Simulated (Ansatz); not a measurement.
The system is CdSe.

```
Cd Se
1.0
     0.00000    2.87396    2.87396
     2.87396    0.00000    2.87396
     2.87396    2.87396    0.00000
Cd Se
1 1
Direct
  0.00000 0.00000 0.00000
  0.50000 0.50000 0.50000
```

Measurements of this composition are mostly on another form, of space group No. 186.

* Program: Ansatz 0.2.0
* Task: relaxation of cell and atoms
* Functional: RPBE
* Dispersion: D3(BJ)
* Potentials or basis: Ansatz PAW
* Cutoff: 420 eV (not typed: the program's choice for these potentials)
* k mesh: 8 × 8 × 8
* Occupations: fermi-dirac, width 0.05 eV
* Spin: no spin polarisation

At the start: volume 23.74 Å³/atom.

Q: Where does the relaxation end?

A: It ends after 6 steps and the volume is 19.40 Å³/atom (-18.3 %); space group Fm-3m (No. 225, to 0.05 Å).

The path:
| step | energy change (eV) | largest force (eV/Å) | volume (Å³) |
| --- | --- | --- | --- |
| 1 | 0.0000 | 0.0000 | 47.48 |
| 2 | -0.4032 | 0.0000 | 40.87 |
| 3 | -0.4287 | 0.0000 | 37.82 |
| 4 | -0.4367 | 0.0000 | 38.89 |
| 5 | -0.4368 | 0.0000 | 38.79 |
| 6 | -0.4344 | 0.0000 | 38.79 |

Final structure:
```yaml
crystal:
  lattice:
    - [0.00000, 2.68686, 2.68686]
    - [2.68686, 0.00000, 2.68686]
    - [2.68686, 2.68686, 0.00000]
  atoms:
    - { symbol: Cd, position: [0.00000, 0.00000, 0.00000] }
    - { symbol: Se, position: [0.50000, 0.50000, 0.50000] }
```

Caveat: the volume moved by over 15 % at a fixed basis, so the end points are rough; the plane-wave basis is chosen anew once the cell has moved, so the energies of steps on either side of that aren't comparable; pairwise dispersion overbinds metals, which lowers pressure and volume; the PAW data sets come from PBE, with cores solved anew for the run's functional, which leaves a small shift of forces and pressure.
